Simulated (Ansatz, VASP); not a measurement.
## AlNi in VASP and in Ansatz

The input INCAR:

```
PREC = Accurate
ENCUT = 520
EDIFF = 1E-6
ISMEAR = 1
SIGMA = 0.05
LREAL = F
LASPH = T
NELM = 150
ALGO = Fast
ISIF = 2
LWAVE = F
LCHARG = T
LNONCOLLINEAR = T
MAGMOM = 0 0 0 0 0 1.5
LORBIT = 11
LSORBIT = T
GGA_COMPAT = F
LORBMOM = T
LMAXMIX = 4
LVHAR = T
NBANDS = 25
```

KPOINTS

```
Automatic mesh
0
Gamma
  5 5 5
```

POSCAR

```
AlNi
1.0
    1.9386940000     -1.9531900000      0.0000000000
    1.9386940000      1.9531900000      0.0000000000
    0.0000000000      0.0000000000      3.0994300000
Al Ni
1 1
Direct
    0.0000000000      0.0000000000      0.0000000000
    0.5000000000      0.5000000000      0.5000000000
```

Input for Ansatz:

```yaml
crystal:
  lattice:
    - [1.938694, -1.95319, 0.0]
    - [1.938694, 1.95319, 0.0]
    - [0.0, 0.0, 3.09943]
  atoms:
    - { symbol: Al, position: [0.0, 0.0, 0.0] }
    - { symbol: Ni, position: [0.5, 0.5, 0.5], spin: 1.5, spin_axis: [0.0, 0.0, 1.0] }
basis:
  ecutwfc: 550.0
kpoints:
  mp_grid:
    grid: [5, 5, 5]
hamiltonian:
  xc: lda
magnetization:
  noncollinear: true
  spin_orbit: true
scf:
  occupations:
    method: cold
    width: 0.05
```

The cell comes from a database or a generator and needn't be the stable form of this composition.

Alike in both runs: task single point; functional LDA; k mesh 5 × 5 × 5; non-collinear spin, spin-orbit coupling.

|  | VASP | Ansatz |
| --- | --- | --- |
| version | VASP 6.6.1 | Ansatz 0.2.0 |
| potentials or method | VASP PAW LDA potentials, release 64 (Al, Ni) | plane waves, PAW |
| plane-wave cutoff (eV) | 520 | 550 |
| occupations | methfessel-paxton of order 1, width 0.05 eV | cold, width 0.05 eV |
| valence electrons in the cell | 13 | 21 |

```tsv
	VASP	Ansatz	Ansatz less VASP
net moment per atom (μB)	0.03	0.04	+0.008
```

The two sets of potentials don't hold the same shells in valence. Ansatz warned: «seeded_moment_not_kept».

Caveats: the k mesh is coarse (spacing up to 0.46 Å⁻¹), so the values aren't converged.
